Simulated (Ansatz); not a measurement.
SnO2:

```
CELL_PARAMETERS angstrom
-3.24890 3.41447 3.41402
3.24890 -3.41447 3.41402
3.24890 3.41447 -3.41402
ATOMIC_POSITIONS crystal
Sn 0.50000 0.00000 0.00000
Sn 0.50000 0.50000 0.50000
Sn 0.00360 0.75360 0.25000
Sn 0.99640 0.24640 0.75000
O 0.80650 0.80377 0.49728
O 0.80650 0.30922 0.00272
O 0.30244 0.24594 0.05649
O 0.68944 0.24594 0.44350
O 0.31056 0.75406 0.55649
O 0.19350 0.69078 0.99728
O 0.69756 0.75406 0.94351
O 0.19350 0.19623 0.50272
```

The cell is a database's computed one.

```yaml
Program: Ansatz 0.2.0
Task: single point
Functional: PBEsol
Potentials_or_basis: Ansatz PAW
Cutoff: "420 eV (not typed: the program's choice for these potentials)"
k_mesh: 6 × 6 × 6
Occupations: fermi-dirac, width 0.05 eV
Spin: no spin polarisation
```

On this cell: pressure -6.6 GPa; largest force 0.098 eV/Å; band gap on the k mesh 0.53 eV.

The same run follows on a disturbed copy (atoms moved at random, drawn with an rms of 0.05 Å):

```
CELL_PARAMETERS angstrom
-3.24890 3.41447 3.41402
3.24890 -3.41447 3.41402
3.24890 3.41447 -3.41402
ATOMIC_POSITIONS crystal
Sn 0.49261 0.99670 0.99407
Sn 0.51321 0.49938 0.50243
Sn 0.00841 0.74520 0.25122
Sn 0.00481 0.25256 0.75191
O 0.80637 0.80006 0.49647
O 0.80494 0.30465 0.99627
O 0.29623 0.24415 0.05879
O 0.69167 0.24219 0.45494
O 0.30240 0.75066 0.55592
O 0.19135 0.68171 0.98870
O 0.70504 0.75429 0.95450
O 0.19758 0.19736 0.50244
```

**Question.** What changes?

**Answer.** The energy moves by +17.9 meV/atom; pressure -6.5 GPa; largest force 1.234 eV/Å; band gap on the k mesh 0.44 eV.

Forces in eV/Å, atoms in the order of the input:
```
Sn  -0.066  0.747  0.289
Sn   1.004 -0.027 -0.579
Sn   0.666 -0.748  0.131
Sn  -0.922  0.072 -0.520
O    0.153  0.074  0.421
O    0.105  0.102 -0.273
O   -0.310  0.613  0.151
O   -0.668 -1.025  0.162
O   -0.458  0.947  0.081
O    0.768  0.100  0.369
O   -0.101 -0.962  0.003
O   -0.169  0.106 -0.235
```

Stress tensor (GPa, compression positive):
```
-7.71  0.04  0.37
 0.04 -5.56 -0.07
 0.37 -0.07 -6.35
```

Caveats: spin-orbit coupling is left out, which moves the levels of the heavy elements; the PAW data sets come from PBE, with cores solved anew for the run's functional, which leaves a small shift of forces and pressure.

